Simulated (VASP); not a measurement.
# Hf5H in VASP: a series of runs

The runs below take Hf5H through single point, with PBE+D3(BJ).

Everything below comes from runs of VASP 6.6.1. Logs are shortened: lines on timing, memory, paths and dates and some standing lists are left out, and cuts for length are marked.

## Step 1: The cell of the first run

The cell holds a slab with vacuum, 6 atoms: a = 4.956 Å, b = 4.956 Å, c = 21.133 Å, α = 90.00°, β = 90.00°, γ = 120.00°.

## Step 2: Single point, PBE+D3(BJ) (H held 3.30 Å above the top plane over (2/9, 8/9) of the surface cell)

INCAR reads:

```
SYSTEM = Hf5H
PREC = Accurate ; ENCUT = 520
EDIFF = 1E-7 ; ISMEAR = 0
SIGMA = 0.1 ; LREAL = .False.
LASPH = .True. ; NELM = 100
ALGO = Fast ; ISIF = 2
LWAVE = .False. ; LCHARG = .False.
LDIPOL = .True. ; IDIPOL = 3
DIPOL = 0.5 0.5 0.319 ; GGA = PE
IVDW = 12 ; NBANDS = 34
```

KPOINTS reads:

```
Automatic mesh
0
Gamma
  6 6 1
  0 0 0
```

POSCAR reads:

```
Hf5H
1.0
    4.9564149667      0.0000000000      0.0000000000
   -2.4782074834      4.2923812729      0.0000000000
    0.0000000000      0.0000000000     21.1328376004
Hf H
5 1
Direct
    0.6666666667      0.3333333333      0.1892788879
    0.3333333333      0.6666666667      0.2371533849
    0.0000000000      0.0000000000      0.2763383880
    0.6666666667      0.3333333333      0.3164267596
    0.3333333333      0.6666666667      0.3706476976
    0.5555555556      1.5555555556      0.5268027802
```

Potentials or basis: VASP PAW PBE potentials, release 64 (Hf_pv, H).

Started as:

```bash
cat potpaw_PBE.64/Hf_pv/POTCAR potpaw_PBE.64/H/POTCAR > POTCAR
mpirun -np 1 vasp_std > vasp.out
```

OUTCAR:

```text
SYSTEM = Hf5H
   PREC = Accurate
   ENCUT = 520
   EDIFF = 1E-7
   ISMEAR = 0
   LREAL = .False.
   LASPH = .True.
   NELM = 100
   ISIF = 2
   GGA = PE
   IVDW = 12
 IVDW          = 12

 ion  position               nearest neighbor table
   1  0.667  0.333  0.189-   4 2.69   2 3.04   2 3.04   2 3.04   3 3.40   3 3.40   3 3.40
   2  0.333  0.667  0.237-   5 2.82   3 2.98   3 2.98   3 2.98   1 3.04   1 3.04   1 3.04   4 3.32
                             4 3.32   4 3.32
   3  0.000  0.000  0.276-   2 2.98   2 2.98   2 2.98   4 2.98   4 2.98   4 2.98   1 3.40   1 3.40
                             1 3.40   5 3.49   5 3.49   5 3.49
   4  0.667  0.333  0.316-   1 2.69   3 2.98   3 2.98   3 2.98   5 3.08   5 3.08   5 3.08   2 3.32
                             2 3.32   2 3.32
   5  0.333  0.667  0.371-   2 2.82   4 3.08   4 3.08   4 3.08   3 3.49   3 3.49   3 3.49
   6  0.556  0.556  0.527-

  LATTYP: Found a hexagonal cell.
 ALAT       =     4.9564149667
 C/A-ratio  =     4.2637345223

  Lattice vectors:

 A1 = (   4.9564149667,   0.0000000000,   0.0000000000)
 A2 = (  -2.4782074834,   4.2923812729,   0.0000000000)
 A3 = (   0.0000000000,   0.0000000000,  21.1328376004)

Analysis of symmetry for initial positions (statically):
=====================================================================
 Subroutine PRICEL returns:
 Original cell was already a primitive cell.

 Routine SETGRP: Setting up the symmetry group for a
 hexagonal supercell.

 Subroutine GETGRP returns: Found  1 space group operations
 (whereof  1 operations were pure point group operations)
 out of a pool of 24 trial point group operations.

The static configuration has the point symmetry C_1 .

Analysis of symmetry for dynamics (positions and initial velocities):
=====================================================================
 Subroutine PRICEL returns:
 Original cell was already a primitive cell.

 Routine SETGRP: Setting up the symmetry group for a
 hexagonal supercell.

 Subroutine GETGRP returns: Found  1 space group operations
 (whereof  1 operations were pure point group operations)
 out of a pool of 24 trial point group operations.

The dynamic configuration has the point symmetry C_1 .

 Subroutine INISYM returns: Found  1 space group operations
 (whereof  1 operations are pure point group operations),
 and found     1 'primitive' translations

[... 109 lines left out ...]
   NUPDOWN=      -1.0000    fix difference up-down
   EMIN   =  10.00;   EMAX   =-10.00  energy-range for DOS
   EFERMI =   0.00;   METHOD = LEGACY
   ISMEAR =     0;   SIGMA  =   0.10  broadening in eV -4-tet -1-fermi 0-gaus
   EFERMI_NEDOS =   21; number of points for ismear=-14 and -15
   IALGO  =     68    algorithm
   IMIX   =      4    mixing-type and parameters
     AMIX     =   0.40;   BMIX     =  1.00
     AMIX_MAG =   1.60;   BMIX_MAG =  1.00
  volume/ion in A,a.u.               =      74.93       505.67
  Fermi-wavevector in a.u.,A,eV,Ry     =   0.792484  1.497577  8.544871  0.628030
  Thomas-Fermi vector in A             =   1.898231
   LORBIT       =      0    0 simple, 1 ext, 2 COOP (PROOUT), +10 PAW based schemes
   GGA     = PE    functional components
   LHFCALC =     F    Hartree Fock is set to
   AEXX    =    0.0000 exact exchange contribution
   IVDW    =    12    specifies the selected vdW correction
   LEPSILON=     F    determine dielectric tensor
   LRPA    =     F    only Hartree local field effects (RPA)
 non-spin polarized calculation
 RMM-DIIS sequential band-by-band and
 Gauss-broadening in eV      SIGMA  =   0.10
  energy-cutoff  :      520.00
  volume of cell :      449.60
 maximum number of plane-waves:     12126
 NGX is ok and might be reduce to    40
   NGX = 19   NGY = 19   NGZ = 79

 dipolmoment           0.000000      0.000000     -0.560859 electrons x Angstroem

 number of electron      51.0000004 magnetization

 dipolmoment           0.000000      0.000000      0.378508 electrons x Angstroem

 Free energy of the ion-electron system (eV)
  ---------------------------------------------------
  ext. energy  EPLUGINS =         0.00000000
  ---------------------------------------------------
  free energy    TOTEN  =       -44.63825040 eV

  energy without entropy =      -44.57581708  energy(sigma->0) =      -44.60703374

 E-fermi :  -2.3148     XC(G=0):  -4.0997

 val. band max:       -2.3180523516   @ k =   0.5000   0.5000   0.0000
 cond. band min:      -2.2763193465   @ k =   0.0000   0.5000   0.0000
 fundamental gap:      0.0417330051
 Fermi energy:        -2.3148214602

 k-point     1 :       0.0000    0.0000    0.0000
  band No.  band energies     occupation
      1     -33.7073      2.00000
      2     -33.6644      2.00000
      3     -33.6579      2.00000
      4     -33.5839      2.00000
      5     -33.3515      2.00000
      6     -33.3473      2.00000
[... 729 lines left out ...]
     33      -0.6435      0.00000
     34      -0.5405      0.00000

------------------------ aborting loop because EDIFF is reached ----------------------------------------

 vacuum level on the upper side and lower side of the slab       (xc-potential included)         1.473        -1.671

 Edisp (eV)   -1.19939

 E8    (eV) :    -0.6674

  FORCE on cell =-STRESS in cart. coord.  units (eV):
  Direction    XX          YY          ZZ          XY          YZ          ZX
  --------------------------------------------------------------------------------------
  -------------------------------------------------------------------------------------
  Total      -4.15262    -3.75315    -1.86695     0.21371     0.08777    -0.51240
  in kB     -14.79819   -13.37466    -6.65303     0.76158     0.31276    -1.82597
  external pressure =      -11.61 kB  Pullay stress =        0.00 kB

 VOLUME and BASIS-vectors are now :
 -----------------------------------------------------------------------------
  energy-cutoff  :      520.00
  volume of cell :      449.60
      direct lattice vectors                 reciprocal lattice vectors
     4.956414967  0.000000000  0.000000000     0.201758732  0.116485458  0.000000000
    -2.478207483  4.292381273  0.000000000     0.000000000  0.232970917  0.000000000
     0.000000000  0.000000000 21.132837600     0.000000000  0.000000000  0.047319722

 POSITION                                       TOTAL-FORCE (eV/Angst)
 -----------------------------------------------------------------------------------
      2.47821      1.43079      4.00000         0.030097     -0.008633     -0.987825
     -0.00000      2.86159      5.01172         0.027424     -0.016394      1.014181
      0.00000      0.00000      5.83981        -0.024664      0.007131      0.018548
      2.47821      1.43079      6.68700        -0.110846      0.051059     -0.013827
     -0.00000      2.86159      7.83284         0.228216     -0.057760      0.805594
      1.37678      2.38466     11.13284        -0.150227      0.024597     -0.836671
 -----------------------------------------------------------------------------------
    total drift:                                0.000032     -0.000010     -0.000048

  FREE ENERGIE OF THE ION-ELECTRON SYSTEM (eV)
  ---------------------------------------------------
  free  energy   TOTEN  =       -45.8376428779 eV

  energy  without entropy=      -45.7752095592  energy(sigma->0) =      -45.80642622

 vacuum level on the upper side and lower side of the slab         4.120         0.896
```

OSZICAR:

```text
N       E                     dE             d eps       ncg     rms          rms(c)
DAV:   1     0.190119414628E+03    0.19012E+03   -0.26231E+04  1888   0.116E+03
DAV:   2    -0.331418488359E+02   -0.22326E+03   -0.21549E+03  1774   0.250E+02
DAV:   3    -0.499497792609E+02   -0.16808E+02   -0.16130E+02  1738   0.502E+01
[... 32 lines left out ...]
RMM:  36    -0.446382498513E+02   -0.28066E-06   -0.89342E-08   858   0.679E-04    0.204E-03
RMM:  37    -0.446382500935E+02   -0.24225E-06   -0.48069E-08   850   0.624E-04    0.273E-03
RMM:  38    -0.446382502563E+02   -0.16277E-06   -0.27829E-08   735   0.503E-04    0.726E-04
RMM:  39    -0.446382503591E+02   -0.10277E-06   -0.20675E-08   697   0.468E-04    0.520E-04
RMM:  40    -0.446382503990E+02   -0.39940E-07   -0.10238E-08   662   0.405E-04
   1 F= -.45837643E+02 E0= -.45806426E+02  d E =-.624333E-01
```

stdout:

```text
POSCAR found type information on POSCAR HfH
 POSCAR found :  2 types and       6 ions
 scaLAPACK will be used
 LDA part: xc-table for (Slater+PW92), standard interpolation
 POSCAR, INCAR and KPOINTS ok, starting setup
 FFT: planning ... GRIDC
 FFT: planning ... GRID_SOFT
 FFT: planning ... GRID
 WAVECAR not read
 entering main loop
```

It took 13 min on 1 thread of Intel Xeon 6975P-C (Granite Rapids), shared host; peak memory 0.69 GiB.

What came out:

* Free energy: -45.8376 eV
* Largest force: 1.015 eV/Å
* Band gap on the k mesh: none (metal or under the smearing width)
* Dispersion energy per atom: -0.200 eV

Forces on the atoms (eV/Å):
```
Hf   0.030 -0.009 -0.988
Hf   0.027 -0.016  1.014
Hf  -0.025  0.007  0.019
Hf  -0.111  0.051 -0.014
Hf   0.228 -0.058  0.806
H   -0.150  0.025 -0.837
```

Spin-orbit coupling is left out, which matters for the levels of Hf.

## Step 3: Single point, PBE+D3(BJ) (H held 3.30 Å above the top plane over (2/9, 4/9) of the surface cell)

INCAR reads:

```
ALGO     = Fast           # electronic algorithm
DIPOL    = 0.5 0.5 0.319
EDIFF    = 1E-6           # SCF threshold, eV
ENCUT    = 520            # plane-wave cutoff, eV
GGA      = PE             # functional
IDIPOL   = 3            
ISIF     = 2              # what is computed and relaxed
ISMEAR   = 0              # smearing method
IVDW     = 12             # dispersion correction
LASPH    = True           # aspherical terms in the spheres
LCHARG   = False          # write CHGCAR
LDIPOL   = True         
LREAL    = False          # projectors in reciprocal space
LWAVE    = False          # write WAVECAR
NBANDS   = 34             # bands
NELM     = 100            # most SCF steps
PREC     = Accurate       # precision mode
SIGMA    = 0.1            # smearing width, eV
```

KPOINTS reads:

```
k-points
0
Gamma
  6 6 1
```

POSCAR, as its differences from that of step 2:

```diff
@@ -13,2 +13,2 @@
     0.3333333333      0.6666666667      0.3706476976
-    0.5555555556      1.5555555556      0.5268027802
+    0.5555555556      1.1111111111      0.5268027802
```

Potentials or basis: VASP PAW PBE potentials, release 64 (Hf_pv, H).

Started as:

```bash
cat potpaw_PBE.64/Hf_pv/POTCAR potpaw_PBE.64/H/POTCAR > POTCAR
mpirun -np 1 vasp_std > vasp.out
```

Wall time 6.3 min (1 thread of Intel Xeon 6975P-C (Granite Rapids), shared host); peak memory 0.64 GiB.

The run converged. Its results:

```yaml
Free_energy: -45.7874 eV
Largest_force: 1.022 eV/Å
Band_gap_on_the_k_mesh: none (metal or under the smearing width)
Dispersion_energy_per_atom: -0.200 eV
```

Forces on the atoms (eV/Å):
```
Hf   0.000  0.018 -1.022
Hf   0.000  0.027  1.006
Hf   0.000 -0.018  0.004
Hf   0.000 -0.091  0.086
Hf   0.000  0.155  0.681
H    0.000 -0.091 -0.755
```

Levels at points of the mesh, in eV from the Fermi level:
| k point | band 23 | band 24 | band 25 | band 26 | band 27 | band 28 | band 29 | band 30 |
| --- | --- | --- | --- | --- | --- | --- | --- | --- |
| (0.00, 0.00, 0.00) | -0.76 | -0.29 | -0.28 | -0.27 | -0.03 | -0.03 | 0.21 | 1.04 |
| (0.50, 0.00, 0.00) | -0.54 | -0.22 | -0.15 | -0.03 | 0.03 | 0.10 | 0.34 | 0.84 |
| (0.00, 0.50, 0.00) | -0.55 | -0.27 | -0.14 | -0.03 | 0.00 | 0.10 | 0.40 | 0.97 |

Spin-orbit coupling is left out, which matters for the levels of Hf.
